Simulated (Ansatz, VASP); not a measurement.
BeTe: VASP beside Ansatz

```
CELL_PARAMETERS angstrom
0.00000 2.77000 2.77000
2.77000 0.00000 2.77000
2.77000 2.77000 0.00000
ATOMIC_POSITIONS crystal
Te 0.75000 0.75000 0.75000
Be 0.00000 0.00000 0.00000
```

Alike in both runs: task single point; functional PBE; k mesh 8 × 8 × 8; occupations gaussian, width 0.011 eV; no spin polarisation.

```csv
,VASP,Ansatz
version,VASP 6.6.1,Ansatz 0.2.0
potentials or method,"VASP PAW PBE potentials, release 64 (Te, Be)",Ansatz PAW
plane-wave cutoff (eV),520,420
valence electrons in the cell,8,18
```

```csv
,VASP,Ansatz,Ansatz less VASP
gap on the k mesh at the Fermi level (eV),1.85,1.86,+0.016
least direct gap on the mesh (eV),3.56,3.59,+0.022
pressure (GPa),4.5,4.3,-0.18
```

The two sets of potentials don't hold the same shells in valence.

Caveats: spin-orbit coupling is left out, which moves the levels of the heavy elements. A k mesh can miss the band edges.
